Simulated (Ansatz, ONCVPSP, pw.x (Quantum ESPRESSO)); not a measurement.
## Equation-of-state test of one ONCV potential (In)

```
Element                 : indium
Generator               : ONCVPSP 4.0.1.1 (patched build)
Type                    : optimised norm-conserving Vanderbilt (ONCV)
Functional              : PBEsol
Relativity              : scalar-relativistic
Frozen core             : [Kr] 4d10
Valence charge          : 3
Reference configuration : 5s2 5p1
Partial waves           : 5s: rc 2.25 bohr, ncon 3, nbas 8, qcut 3.3 1/bohr, 2 projectors, debl 3.1 Ha; 5p: rc 2.10 bohr, ncon 5, nbas 9, qcut 3.6 1/bohr, 2 projectors, debl 3.9 Ha
Local potential         : polynomial inside 1.35 bohr (lpopt 3, dvloc0 0 Ha)
Core correction         : Teter function, fcfact 5.25, rcfact 1.5
```

Atomic tests: cutoffs needed: 5.0 Ha and 51 Ha (the cutoffs (Ha) at which the residual kinetic energy of the hardest occupied pseudo-wave falls to 1 and 0.1 mHa per electron) The cutoffs count occupied waves only; projector 2 of the p channel, the hardest unoccupied one, needs 74 Ha at the loose tolerance.; ghost test: no bound ghost flagged; GHOST(+) flagged for s at 20.3 eV, p at 110.3 eV; largest excitation error: -487 meV (all-electron minus pseudo) for 5s1 5p0, out of 4 test configurations.

Crystal test: fcc In in pw.x 7.5, no spin, 12³ k-points, Fermi–Dirac smearing 0.01 Ry, cutoffs 120/480 Ry. The reference is all-electron LAPW (Ansatz 0.2.0) with the same functional, mesh and smearing; V0 and B0 come from Birch–Murnaghan fits to the pressures at five volumes. Errors are pseudo minus all-electron; Δ is the rms difference of the E(V) curves that follow from these fits, minima aligned, over ±6 % about the mean V0. Mesh and smearing are coarse, so the numbers serve the comparison and aren't converged zero-temperature values; the lattice is a test structure that the element need not adopt.

| V (Å³/atom) | P all-electron (GPa) | P pseudo (GPa) |
| --- | --- | --- |
| 24.414 | 2.29 | -37.97 |
| 25.057 | 0.93 | -36.63 |
| 25.699 | -0.24 | -35.31 |
| 26.341 | -1.24 | -33.99 |
| 26.984 | -2.10 | -32.70 |

All-electron: a0 = 4.676 Å (V0 = 25.56 Å³/atom), B0 = 44.4 GPa.

Pseudopotential: mean pressure error (GPa): -35.25. The pressure does not cross zero within the volumes sampled, so no fit is given. This is a poor potential for the solid. The generator flags a localised state at positive energy (s at 20 eV). The pseudo pressure rises with volume over the whole range, a mechanical instability.

Task: At the middle volume, how do free energy and pressure move when the wave cutoff is lowered (ecutrho kept at four times it)?

Result:

```tsv
cutoff (Ry)	shift of F (meV/atom)	shift of P (GPa)
54	+15.7	+0.02
72	+9.4	+0.04
96	+4.9	-0.09
```

The run at the middle volume (72 k-points, 6 iterations) took about 84 s on one core of a shared host (Neoverse-N1, 64 threads, 124 GiB, load 61).
